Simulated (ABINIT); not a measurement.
A run of ABINIT 10.8.3 (patched build):

run.abi

```
# Pseudopotentials
pp_dirpath "./"
pseudos "Ta.GGA_PBE-JTH.xml"

# Structure
acell 3*1.0
rprim
    -3.1204669551     3.1204669551     3.1204669551
     3.1204669551    -3.1204669551     3.1204669551
     3.1204669551     3.1204669551    -3.1204669551
ntypat 1
znucl 73
natom 1
typat 1
xred
     0.0000000000     0.0000000000     0.0000000000

# Plane-wave basis
ecut 23.0
pawecutdg 45.0

# k points
kptopt 1
ngkpt 11 11 11
nshiftk 1
shiftk 0.0 0.0 0.0

# Exchange and correlation
ixc -497498
usekden 1
pawxcdev 0

# Bands and occupations
nband 11
occopt 3
tsmear 0.00183747

# SCF cycle
nstep 100
tolvrs 1.0e-7

# Output
iomode 3
prtwf 0
prtden 0
prteig 0
prtebands 0
```

Potentials or basis: JTH PAW PBE v2.0.

Command:

```sh
$ mpirun --bind-to none -np 4 abinit run.abi > log 2>&1
```

Hardware: 4 MPI ranks on Arm Neoverse V2 (shared host).

Task: Estimate the wall time of this run.

Result: Run time: 14 s on 4 MPI ranks on Arm Neoverse V2, on a shared host, peak memory 0.4 GiB a rank. Counts: scf iterations 10, mpi ranks 4, k points 56, bands 11, plane waves 658.
